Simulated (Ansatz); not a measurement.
Hg: two-dimensional strain map

All numbers below come from DFT PBEsol, scalar-relativistic, plane waves, PAW in Ansatz. Settings: plane waves to 420 eV, k-mesh 10×10×4 (Γ-centred), Gaussian smearing 0.05 eV. Spin–orbit coupling is left out, which matters for the heavy elements here. No spin polarisation. Energies are free energies at this smearing, counted from the undisturbed cell; pressure is positive in compression.

The undisturbed cell (relaxed at this level):

```
CELL_PARAMETERS angstrom
3.22500 0.00063 0.00000
1.61150 2.79694 0.00000
0.00871 1.78443 8.61467
ATOMIC_POSITIONS crystal
Hg 0.50000 0.00000 0.00000
```

The cell is strained by p along both x and y and by q along z, fractional coordinates fixed. Points are written (p, q).

Energy above the undisturbed cell in meV/atom (a dash: not computed):

| p \ q | -0.050 | -0.025 | 0.000 | 0.025 | 0.050 |
| --- | --- | --- | --- | --- | --- |
| -0.050 | 31.2 | 31.3 | 31.3 | 31.3 | 31.4 |
| -0.025 | 7.7 | 7.7 | 7.7 | 7.7 | – |
| 0.000 | – | – | 0.0 | – | – |

Pressure in GPa:

| p \ q | -0.050 | -0.025 | 0.000 | 0.025 | 0.050 |
| --- | --- | --- | --- | --- | --- |
| -0.050 | 0.5 | 0.5 | 0.5 | 0.5 | 0.5 |
| -0.025 | 0.5 | 0.5 | 0.5 | 0.4 | – |
| 0.000 | – | – | 0.0 | – | – |

Gap on the k-mesh in eV:

```csv
p \ q,-0.050,-0.025,0.000,0.025,0.050
-0.050,0.00,0.00,0.00,0.00,0.00
-0.025,0.39,0.39,0.39,0.39,–
0.000,–,–,0.76,–,–
```

Where the gap reads zero the k-mesh, chosen for the insulator, is on the coarse side.